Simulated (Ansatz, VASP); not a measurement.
**Sb: VASP beside Ansatz**

The input INCAR:

```
SYSTEM = Sb
ALGO = Normal ; EDIFF = 1E-7
ENCUT = 520 ; GGA = PS
ISIF = 2 ; ISMEAR = 0
LASPH = .TRUE. ; LCHARG = .FALSE.
LREAL = .FALSE. ; LWAVE = .FALSE.
NBANDS = 12 ; NELM = 60
PREC = Accurate ; SIGMA = 0.1
```

KPOINTS

```
k-points
0
G
  18 18 18
  0 0 0
```

POSCAR

```
Sb
1.0
    2.1610468774      1.2476809964      3.6880788114
   -2.1610468774      1.2476809964      3.6880788114
    0.0000000000     -2.4953619928      3.6880788114
Sb
2
Direct
    0.2356869044      0.2356869044      0.2356869044
    0.7643130956      0.7643130956      0.7643130956
```

Input for Ansatz:

```yaml
crystal:
  lattice:
    - [2.1610468774, 1.2476809964, 3.6880788114]
    - [-2.1610468774, 1.2476809964, 3.6880788114]
    - [0.0, -2.4953619928, 3.6880788114]
  atoms:
    - { symbol: Sb, position: [0.2356869044, 0.2356869044, 0.2356869044] }
    - { symbol: Sb, position: [0.7643130956, 0.7643130956, 0.7643130956] }
basis:
  ecutwfc: 420
kpoints:
  mp_grid: { grid: [18, 18, 18] }
hamiltonian:
  xc: pbesol
  pseudopotentials: { kind: paw, azcp: { folder: soft_1 } }
scf:
  occupations: { method: gaussian, width: 0.1 }
output:
  forces: true
  stress: true
  eigenvalues: true
```

Alike in both runs: task single point; functional PBEsol; k mesh 18 × 18 × 18; occupations gaussian, width 0.1 eV; no spin polarisation.

|  | VASP | Ansatz |
| --- | --- | --- |
| version | VASP 6.6.1 | Ansatz 0.2.0 |
| potentials or method | VASP PAW PBE potentials, release 64 (Sb) | scalar-relativistic, plane waves, PAW |
| plane-wave cutoff (eV) | 520 | 420 |
| valence electrons in the cell | 10 | 30 |

|  | VASP | Ansatz | Ansatz less VASP |
| --- | --- | --- | --- |
| gap on the k mesh at the Fermi level (eV) | none | none | - |
| pressure (GPa) | 0.2 | 0.0 | -0.17 |
| rms of the force components (eV/Å) | 0.039 | 0.011 | -0.0277 |

Atom by atom the forces differ by 0.028 eV/Å (rms over components). A gap of «none» marks a metal or a gap that the smearing closes. The two sets of potentials don't hold the same shells in valence. Ansatz warned: «pseudo_functional_mismatch».

Caveats: the PAW data sets were made with another functional, which shifts forces and pressure a little (VASP). Spin-orbit coupling is left out, which matters for the levels of Sb.
